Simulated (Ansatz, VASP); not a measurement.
## Two plane-wave programs on Si3Ge

```
CELL_PARAMETERS angstrom
4.06501 0.00000 0.00000
0.00000 4.06501 0.00000
0.00000 0.00000 5.29708
ATOMIC_POSITIONS crystal
Si 0.50000 0.00000 0.75546
Si 0.50000 0.50000 0.00000
Si 0.00000 0.50000 0.24454
Ge 0.00000 0.00000 0.50000
```

Change from the starting cell: epitaxial_xy strain +4.5%.

Alike in both runs: task single point; functional r2SCAN; k mesh 6 × 6 × 6; occupations fermi-dirac, width 0.02 eV; no spin polarisation.

```csv
,VASP,Ansatz
version,VASP 6.6.1,Ansatz 0.2.0
potentials or method,"VASP PAW PBE potentials, release 64 (Si, Ge_d)","plane waves, PAW"
plane-wave cutoff (eV),520,500
valence electrons in the cell,26,26
```

|  | VASP | Ansatz | Ansatz less VASP |
| --- | --- | --- | --- |
| pressure (GPa) | -4.7 | -4.5 | +0.12 |
| largest component of the traceless stress (GPa) | 4.58 | 4.55 | -0.033 |
| rms of the force components (eV/Å) | 0.005 | 0.001 | -0.0041 |

Atom by atom the forces differ by 0.006 eV/Å (rms over components). The functional is the same, so the differences come from potentials, cutoffs and numerics.

Caveats: the PAW data sets were made with another functional, which shifts forces and pressure a little (VASP).
